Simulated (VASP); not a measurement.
# Au in VASP: further runs, part 2 of 2

VASP 6.6.1.

## Step 3: Density of states, PBEsol+U

POSCAR

```
Au
1.0
    2.8226199300      0.0000000000      0.0000000000
   -1.4113099650      2.5559330250      0.0000000000
    0.0000000000      0.0000000000     29.6795088300
Au
7
Direct
    0.3346720300      0.6693440600      0.2526995997
    0.6653279700      0.3306559400      0.3351330665
    0.3346720300      0.6693440600      0.4175665332
    0.6653279700      0.3306559400      0.5000000000
    0.3346720300      0.6693440600      0.5824334668
    0.6653279700      0.3306559400      0.6648669335
    0.3346720300      0.6693440600      0.7473004003
```

INCAR.step1

```
SYSTEM = Au
ALGO = Normal
DIPOL = 0.5 0.5 0.500
EDIFF = 1E-7
ENCUT = 520
GGA = PS
IDIPOL = 3
ISIF = 2
ISMEAR = -1
LASPH = .TRUE.
LCHARG = .TRUE.
LDAU = .TRUE.
LDAUJ = 0
LDAUL = 2
LDAUPRINT = 1
LDAUTYPE = 2
LDAUU = 6
LDIPOL = .TRUE.
LMAXMIX = 4
LREAL = .FALSE.
LWAVE = .FALSE.
NELM = 100
PREC = Accurate
SIGMA = 0.05
```

KPOINTS.step1

```
k-points
0
G
  8 8 1
  0 0 0
```

INCAR.step2

```
SYSTEM = Au
ALGO = Normal
DIPOL = 0.5 0.5 0.500
EDIFF = 1E-7
ENCUT = 520
GGA = PS
ICHARG = 11
IDIPOL = 3
ISIF = 2
ISMEAR = -5
LASPH = .TRUE.
LCHARG = .FALSE.
LDAU = .TRUE.
LDAUJ = 0
LDAUL = 2
LDAUPRINT = 1
LDAUTYPE = 2
LDAUU = 6
LDIPOL = .TRUE.
LMAXMIX = 4
LORBIT = 11
LREAL = .FALSE.
LWAVE = .FALSE.
NEDOS = 2001
NELM = 100
PREC = Accurate
SIGMA = 0.05
```

KPOINTS.step2

```
k-points
0
G
  12 12 1
  0 0 0
```

Potentials or basis: VASP PAW PBE potentials, release 64 (Au).

Started as:

```sh
$ cat potpaw_PBE.64/Au/POTCAR > POTCAR
$ cp INCAR.step1 INCAR
$ cp KPOINTS.step1 KPOINTS
$ mpirun -np 1 vasp_std > vasp.out
$ cp INCAR.step2 INCAR
$ cp KPOINTS.step2 KPOINTS
$ mpirun -np 1 vasp_std > vasp.out
```

OUTCAR:

```text
SYSTEM = Au
   EDIFF = 1E-7
   ENCUT = 520
   GGA = PS
   ICHARG = 11
   ISIF = 2
   ISMEAR = -5
   LASPH = .TRUE.
   LORBIT = 11
   LREAL = .FALSE.
   NELM = 100
   PREC = Accurate

 ion  position               nearest neighbor table
   1  0.335  0.669  0.253-   2 2.95   2 2.95   2 2.97
   2  0.665  0.331  0.335-   3 2.95   3 2.95   1 2.95   1 2.95   3 2.97   1 2.97
   3  0.335  0.669  0.418-   2 2.95   2 2.95   4 2.95   4 2.95   2 2.97   4 2.97
   4  0.665  0.331  0.500-   3 2.95   5 2.95   3 2.95   5 2.95   3 2.97   5 2.97
   5  0.335  0.669  0.582-   6 2.95   6 2.95   4 2.95   4 2.95   6 2.97   4 2.97
   6  0.665  0.331  0.665-   5 2.95   5 2.95   7 2.95   7 2.95   5 2.97   7 2.97
   7  0.335  0.669  0.747-   6 2.95   6 2.95   6 2.97

  LATTYP: Found a base centered orthorhombic cell.
 ALAT       =     2.8226199300
 B/A-ratio  =     1.8110359088
 C/A-ratio  =    10.5148796388

  Lattice vectors:

 A1 = (   1.4113099650,  -2.5559330250,   0.0000000000)
[... 1614 lines left out ...]
 vacuum level on the upper side and lower side of the slab       (xc-potential included)        -0.078        -0.078

  FORCE on cell =-STRESS in cart. coord.  units (eV):
  Direction    XX          YY          ZZ          XY          YZ          ZX
  --------------------------------------------------------------------------------------
  -------------------------------------------------------------------------------------
  Total       -7.5800763     -7.6590471     -5.5026755      0.0000000      0.0000000      0.0000000
  in kB      -56.7186100    -57.3095157    -41.1742697      0.0000000      0.0000000      0.0000000
  external PRESSURE =     -51.7341318 kB  Pullay stress =       0.0000000 kB

 VOLUME and BASIS-vectors are now :
 -----------------------------------------------------------------------------
  energy-cutoff  :      520.00
  volume of cell :      214.12
      direct lattice vectors                 reciprocal lattice vectors
     2.822619930  0.000000000  0.000000000     0.354280783  0.195623279  0.000000000
    -1.411309965  2.555933025  0.000000000     0.000000000  0.391246559  0.000000000
     0.000000000  0.000000000 29.679508830     0.000000000  0.000000000  0.033693280

 POSITION                                       TOTAL-FORCE (eV/Angst)
 -----------------------------------------------------------------------------------
      0.00000      1.71080      7.50000        -0.000000      0.007664      0.341846
      1.41131      0.84513      9.94658         0.000000     -0.012847      0.092951
      0.00000      1.71080     12.39317         0.000000      0.009716     -0.013640
      1.41131      0.84513     14.83975         0.000000     -0.009066      0.000000
      0.00000      1.71080     17.28634         0.000000      0.009716      0.013640
      1.41131      0.84513     19.73292         0.000000     -0.012847     -0.092951
      0.00000      1.71080     22.17951        -0.000000      0.007664     -0.341846
 -----------------------------------------------------------------------------------
    total drift:                                0.000000      0.000388     -0.000000

  FREE ENERGIE OF THE ION-ELECTRON SYSTEM (eV)
  ---------------------------------------------------
  free  energy   TOTEN  =        -6.8376438849 eV

  energy  without entropy=       -6.8376438849  energy(sigma->0) =       -6.83764388

 vacuum level on the upper side and lower side of the slab         7.466         7.466

 total charge

# of ion       s       p       d       tot
------------------------------------------
    1        0.516   0.209   9.080   9.804
    2        0.492   0.261   9.073   9.826
    3        0.489   0.267   9.063   9.819
    4        0.494   0.270   9.068   9.832
    5        0.489   0.267   9.063   9.819
    6        0.492   0.261   9.073   9.826
    7        0.516   0.209   9.080   9.804
--------------------------------------------------
tot          3.488   1.743  63.498  68.729
```

OSZICAR.step1:

```text
N       E                     dE             d eps       ncg     rms          rms(c)
DAV:   1     0.564161650791E+03    0.56416E+03   -0.38342E+04  1948   0.151E+03
DAV:   2     0.112354525414E+02   -0.55293E+03   -0.52588E+03  2238   0.326E+02
DAV:   3    -0.710849771469E+01   -0.18344E+02   -0.18025E+02  2156   0.586E+01
[... 16 lines left out ...]
DAV:  20    -0.672945986076E+01   -0.46932E-05   -0.81809E-08  1312   0.120E-03    0.334E-04
DAV:  21    -0.672946260365E+01   -0.27429E-05   -0.62257E-08  1280   0.580E-04    0.208E-04
DAV:  22    -0.672946366301E+01   -0.10594E-05   -0.24351E-08  1168   0.417E-04    0.825E-05
DAV:  23    -0.672946392554E+01   -0.26253E-06   -0.66707E-09  1122   0.172E-04    0.207E-05
DAV:  24    -0.672946398311E+01   -0.57567E-07   -0.12005E-09  1098   0.772E-05
   1 F= -.67294640E+01 E0= -.67222206E+01  d E =-.144867E-01
```

It took 4.4 min on 1 thread of Intel Xeon 6975P-C (Granite Rapids), shared host; peak memory 0.5 GiB.

What came out:

```yaml
Valence_electrons_inside_the_program's_atomic_spheres: Au 9.80, 9.83, 9.82
```

Levels at points of the mesh, in eV from the Fermi level:
| k point | band 36 | band 37 | band 38 | band 39 | band 40 | band 41 | band 42 | band 43 |
| --- | --- | --- | --- | --- | --- | --- | --- | --- |
| (0.00, 0.00, 0.00) | -3.53 | -3.48 | -3.45 | -3.41 | -3.38 | -2.37 | -0.52 | 0.24 |
| (0.50, 0.00, 0.00) | 0.58 | 0.71 | 1.00 | 1.43 | 1.69 | 1.86 | 1.86 | 4.14 |
| (0.00, 0.50, 0.00) | 0.24 | 0.37 | 0.64 | 1.02 | 1.19 | 1.38 | 1.38 | 3.54 |

States per cell in windows of 1 eV (zero at the Fermi level; states under -8 eV left out):
| from (eV) | total | Au4_d | Au1_d | Au7_d | Au3_d | Au5_d | Au2_d |
| --- | --- | --- | --- | --- | --- | --- | --- |
| -8.0 | 6.50 | 0.86 | 0.21 | 0.21 | 0.77 | 0.77 | 0.70 |
| -7.0 | 15.74 | 1.86 | 1.52 | 1.52 | 1.79 | 1.79 | 1.99 |
| -6.0 | 16.03 | 1.99 | 1.99 | 1.99 | 1.98 | 1.98 | 1.97 |
| -5.0 | 15.86 | 1.94 | 2.54 | 2.54 | 1.86 | 1.86 | 1.66 |
| -4.0 | 17.14 | 2.12 | 2.42 | 2.42 | 2.22 | 2.22 | 2.32 |
| -3.0 | 2.57 | 0.23 | 0.31 | 0.31 | 0.26 | 0.26 | 0.26 |
| -2.0 | 1.47 | 0.08 | 0.07 | 0.07 | 0.09 | 0.09 | 0.09 |
| -1.0 | 1.72 | 0.08 | 0.07 | 0.07 | 0.08 | 0.08 | 0.08 |
| 0.0 | 1.96 | 0.07 | 0.06 | 0.06 | 0.07 | 0.07 | 0.07 |
| 1.0 | 1.95 | 0.07 | 0.05 | 0.05 | 0.06 | 0.06 | 0.06 |
| 2.0 | 1.94 | 0.05 | 0.05 | 0.05 | 0.05 | 0.05 | 0.06 |
| 3.0 | 1.64 | 0.04 | 0.04 | 0.04 | 0.04 | 0.04 | 0.04 |
| 4.0 | 2.44 | 0.06 | 0.06 | 0.06 | 0.06 | 0.06 | 0.06 |
| 5.0 | 3.12 | 0.06 | 0.05 | 0.05 | 0.06 | 0.06 | 0.06 |
| 6.0 | 1.59 | 0.02 | 0.02 | 0.02 | 0.02 | 0.02 | 0.02 |
| 7.0 | 0.38 | 0.01 | 0.00 | 0.00 | 0.01 | 0.01 | 0.00 |

Eigenvalues of the final occupation matrices:
```
    site  spin  trace               eigenvalues
site 1 d     1   4.56  0.90 0.91 0.91 0.92 0.92
site 1 d     2   4.56  0.90 0.91 0.91 0.92 0.92
site 2 d     1   4.56  0.90 0.91 0.92 0.92 0.92
site 2 d     2   4.56  0.90 0.91 0.92 0.92 0.92
site 3 d     1   4.56  0.90 0.91 0.92 0.92 0.92
site 3 d     2   4.56  0.90 0.91 0.92 0.92 0.92
site 4 d     1   4.56  0.90 0.91 0.91 0.92 0.92
site 4 d     2   4.56  0.90 0.91 0.91 0.92 0.92
site 5 d     1   4.56  0.90 0.91 0.92 0.92 0.92
site 5 d     2   4.56  0.90 0.91 0.92 0.92 0.92
site 6 d     1   4.56  0.90 0.91 0.92 0.92 0.92
site 6 d     2   4.56  0.90 0.91 0.92 0.92 0.92
```

Caveat: the PAW data sets were made with another functional, which shifts forces and pressure a little; U without spin polarisation on a metal has little footing; the U is typed as a test and isn't derived for this compound; tetrahedron occupations give inexact forces and stress in metals.

## Step 4: Density of states, PBEsol+U

POSCAR is that of step 3.

INCAR.step1, as its differences from that of step 3:

```diff
@@ -16,3 +16,3 @@
 LDAUTYPE = 2
-LDAUU = 6
+LDAUU = 8
 LDIPOL = .TRUE.
```

KPOINTS.step1 is that of step 3.

INCAR.step2, as its differences from that of step 3:

```diff
@@ -17,3 +17,3 @@
 LDAUTYPE = 2
-LDAUU = 6
+LDAUU = 8
 LDIPOL = .TRUE.
```

KPOINTS.step2 is that of step 3.

Started as:

```sh
$ cat potpaw_PBE.64/Au/POTCAR > POTCAR
$ cp INCAR.step1 INCAR
$ cp KPOINTS.step1 KPOINTS
$ mpirun -np 1 vasp_std > vasp.out
$ cp INCAR.step2 INCAR
$ cp KPOINTS.step2 KPOINTS
$ mpirun -np 1 vasp_std > vasp.out
```

Wall time 5.9 min (1 thread of Intel Xeon 6975P-C (Granite Rapids), shared host); peak memory 0.5 GiB.

It converged, with:

```yaml
Valence_electrons_inside_the_program's_atomic_spheres: Au 9.89, 9.91, 9.90
```

Levels at points of the mesh, in eV from the Fermi level:
```tsv
k point	band 37	band 38	band 39	band 40	band 41	band 42
(0.00, 0.00, 0.00)	-4.04	-4.01	-3.98	-3.92	-2.34	-0.47
(0.50, 0.00, 0.00)	0.83	1.16	1.56	1.72	1.90	1.91
(0.00, 0.50, 0.00)	0.48	0.80	1.12	1.18	1.43	1.43
```

States per cell in windows of 1 eV (zero at the Fermi level; states under -8 eV left out):
```csv
from (eV),total,Au2_d,Au6_d,Au3_d,Au5_d,Au4_d,Au1_d
-8.0,13.90,1.80,1.80,1.71,1.71,1.78,0.89
-7.0,16.18,1.99,1.99,1.88,1.88,1.97,1.99
-6.0,17.52,2.09,2.09,2.19,2.19,2.16,2.39
-5.0,16.22,1.91,1.91,1.93,1.93,1.92,2.72
-4.0,8.78,1.18,1.18,1.24,1.24,1.12,1.03
-3.0,1.28,0.08,0.08,0.08,0.08,0.08,0.06
-2.0,1.37,0.06,0.06,0.07,0.07,0.06,0.05
-1.0,1.61,0.06,0.06,0.06,0.06,0.06,0.05
0.0,1.88,0.06,0.06,0.06,0.06,0.06,0.05
1.0,2.00,0.05,0.05,0.06,0.06,0.06,0.05
2.0,1.92,0.05,0.05,0.05,0.05,0.05,0.04
3.0,1.64,0.04,0.04,0.04,0.04,0.04,0.03
4.0,2.43,0.05,0.05,0.06,0.06,0.06,0.05
5.0,3.13,0.05,0.05,0.06,0.06,0.06,0.05
6.0,1.62,0.02,0.02,0.02,0.02,0.02,0.02
7.0,0.39,0.01,0.01,0.01,0.01,0.01,0.00
```

Eigenvalues of the final occupation matrices:
```tsv
site	spin	trace	eigenvalues
site 1 d	1	4.62	0.91 0.92 0.93 0.93 0.93
site 1 d	2	4.62	0.91 0.92 0.93 0.93 0.93
site 2 d	1	4.62	0.91 0.92 0.93 0.93 0.93
site 2 d	2	4.62	0.91 0.92 0.93 0.93 0.93
site 3 d	1	4.61	0.91 0.92 0.93 0.93 0.93
site 3 d	2	4.61	0.91 0.92 0.93 0.93 0.93
site 4 d	1	4.61	0.91 0.92 0.92 0.93 0.93
site 4 d	2	4.61	0.91 0.92 0.92 0.93 0.93
site 5 d	1	4.61	0.91 0.92 0.93 0.93 0.93
site 5 d	2	4.61	0.91 0.92 0.93 0.93 0.93
site 6 d	1	4.62	0.91 0.92 0.93 0.93 0.93
site 6 d	2	4.62	0.91 0.92 0.93 0.93 0.93
```

Caveat: the PAW data sets were made with another functional, which shifts forces and pressure a little; U without spin polarisation on a metal has little footing; the U is typed as a test and isn't derived for this compound; tetrahedron occupations give inexact forces and stress in metals. The run has no spin-orbit coupling, so splittings on Au are missing.
